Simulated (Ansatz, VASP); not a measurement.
# Two plane-wave programs on Zn

File INCAR:

```
SYSTEM = Zn
  ALGO = Fast
  EDIFF = 1E-6
  ENCUT = 520
  GGA = PE
  ISIF = 2
  ISMEAR = 0
  LASPH = .True.
  LCHARG = .False.
  LREAL = .False.
  LWAVE = .False.
  NBANDS = 19
  NELM = 100
  PREC = Accurate
  SIGMA = 0.1
```

Contents of KPOINTS:

```
k-points
0
Gamma
  9 9 4
  0 0 0
```

POSCAR

```
Zn
1.0
    2.6143598000      0.0000000000      0.0000000000
   -1.3071799000      2.2641020000      0.0000000000
    0.0000000000      0.0000000000      4.8731610200
Zn
2
Direct
    0.3333333300      0.6666666700      0.2500000000
    0.6666666700      0.3333333300      0.7500000000
```

Input for Ansatz:

```yaml
crystal:
  lattice:
    - [2.6143598, 0.0, 0.0]
    - [-1.3071799, 2.264102, 0.0]
    - [0.0, 0.0, 4.87316102]
  atoms:
    - { symbol: Zn, position: [0.33333333, 0.66666667, 0.25] }
    - { symbol: Zn, position: [0.66666667, 0.33333333, 0.75] }
basis:
  ecutwfc: 420
kpoints:
  mp_grid: { grid: [9, 9, 4] }
hamiltonian:
  xc: pbe
  pseudopotentials: { kind: paw, azcp: { folder: soft_1 } }
scf:
  occupations: { method: gaussian, width: 0.1 }
output:
  forces: true
  stress: true
  eigenvalues: true
```

Alike in both runs: task single point; functional PBE; k mesh 9 × 9 × 4; occupations gaussian, width 0.1 eV; no spin polarisation.

|  | VASP | Ansatz |
| --- | --- | --- |
| version | VASP 6.6.1 | Ansatz 0.2.0 |
| potentials or method | VASP PAW PBE potentials, release 64 (Zn) | scalar-relativistic, plane waves, PAW |
| plane-wave cutoff (eV) | 520 | 420 |
| valence electrons in the cell | 24 | 24 |

|  | VASP | Ansatz | Ansatz less VASP |
| --- | --- | --- | --- |
| gap on the k mesh at the Fermi level (eV) | none | none | - |
| pressure (GPa) | 4.9 | 3.9 | -1.00 |
| largest component of the traceless stress (GPa) | 1.68 | 1.42 | -0.264 |

A gap of «none» marks a metal or a gap that the smearing closes. The functional is the same, so the differences come from potentials, cutoffs and numerics.
